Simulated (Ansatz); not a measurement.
Rocksalt CdSe: a relaxation of cell and atoms in Ansatz 0.2.0 (r2SCAN). The starting cell comes from a relaxation with PBE.

```yaml
crystal:
  lattice:
    - [0.0, 2.8689794091, 2.8689794091]
    - [2.8689794091, 0.0, 2.8689794091]
    - [2.8689794091, 2.8689794091, 0.0]
  atoms:
    - { symbol: Cd, position: [0.0, 0.0, 0.0] }
    - { symbol: Se, position: [0.5, 0.5, 0.5] }
kpoints:
  mp_grid: { grid: [8, 8, 8] }
hamiltonian:
  xc: r2scan
scf:
  occupations: { method: fermi_dirac, width: 0.02 }
relax:
  f_tol: 0.005
  cell: {}
output:
  write_density: true
  write_potential: true
  elf: true
  volumetric_format: npy
```

In the abridged output below, numbers in square brackets stand for lines, or ends of lines, that were taken out.
```
Functional definition: r2SCAN
Crystal: 2 atoms, lattice volume = 47.229 Å³
Basis set: ecut = 500 eV, 1243 PW (Γ)
[1]
Symmetry: 48 space group operations
Space group: Fm-3m (ITA 225)
[2]
preconditioner: auto → none  [σ=0.020 eV  ℏωp=22.9 eV]
relax step 1: F+E_penalty+E_count = -13747.62153286 eV  P = -1.799 GPa  Ω = 47.229 Å³
--- Relaxed structure (4 steps of the walk, 4 accepted, 1 SCFs on fresh bases) ---
[3]
```

Q: Fill in the blanks. They hold the relaxed structure, the band count, the count of irreducible k points.

A:
```
[1]
Bands: 22, of which v1, the nominal top of the filled ones, is band 18 counted from 1 (17 counted from 0)
[2]
k-points: 29 of 512
[3]
  F+E_penalty+E_count = -13747.62891815 eV
  cell:  # Å, volume = 45.9553 Å³
    - [0.000000, 2.842946, 2.842946]
    - [2.842946, 0.000000, 2.842946]
    - [2.842946, 2.842946, 0.000000]
  atoms:
    - { symbol: Cd, position: [0.000000, 0.000000, 0.000000] }
    - { symbol: Se, position: [0.500000, 0.500000, 0.500000] }
```
The trailing digits, and the zero of the energies, depend on the potentials and thresholds.

The walk took 4 steps and changed the volume by -2.7 %. The last SCF, on a fresh basis, lies 3.7 meV an atom below the first. At the end: space group Fm-3m (No. 225), cubic; conventional cell a = 5.686 Å, 22.98 Å³ an atom. Cd is surrounded by 6 Se at 2.84 Å; Se is surrounded by 6 Cd at 2.84 Å.

Command: `ansatz run input.yaml --threads 2 --pin off --max-ram 2211MiB --backend cpu --events-out ev --progress --plain --runs-dir out`. It took 12 s on 2 threads of Arm Neoverse V1, on a shared host; peak host memory 0.46 GiB.

Values at 0 K without nuclear motion; spin polarisation is off, and the phase may be a hypothetical one.
